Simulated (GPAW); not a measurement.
Computed results, one entry a study.

```
! title: Quasiparticle gap of GaAs (honeycomb monolayer) in GPAW
! method: DFT, LDA, plane waves, PAW (and 1 further level or step)
! program: GPAW 26.7.0
! settings: cutoff 450 eV, GPAW PAW setups 1.2.1 data release, 9×9×1 k-mesh, nbands 363
! cost: 3 runs, 3.5 min in all on 4 MPI ranks of Arm Neoverse V1, shared host
! notes: The structure was relaxed with LDA. Limits: no spin-orbit coupling.
! LDA gap: 1.27 eV, indirect
! G0W0 gap on the mesh: 2.88 eV
! GW settings: 9×9×1 mesh, 164 bands, screening to 60 eV, full frequency, Hilbert transform
! known limits: short of the basis limit; no spin-orbit coupling
CELL_PARAMETERS angstrom
3.97224 0.00000 0.00000
-1.98612 3.44006 0.00000
0.00000 0.00000 11.40000
ATOMIC_POSITIONS crystal
Ga 0.33333 0.66667 0.47502
As 0.66667 0.33333 0.52498
```

[Long decimals in the printed logs are rounded to 6 places.]

[Logs are printed without paths, hosts, clocks, repeated set-up lines and the standing remarks that a program may print on its own settings, such as how far it seeks lower states.]

[Paths, hosts, dates, memory and timing lines, banners, echoed tables and standing remarks are left out of the program output; an Ansatz launch command may be rebuilt from the run's recorded settings. Measured values are a selection of at most five: reports struck by readers or far from the other reports are left out. None is set beside runs whose start may be inverted or whose files or cutoffs have a known fault.]

[Runs of the session that timed out or met a known fault of the program may be left out.]

[Hosts, paths, dates, database ids (printed as entryN), source tags and the programs' standing remarks are cut or masked in the printed files.]

[Where the starting crystal was built by hand or by swapping elements, it need not be the compound's stable phase.]
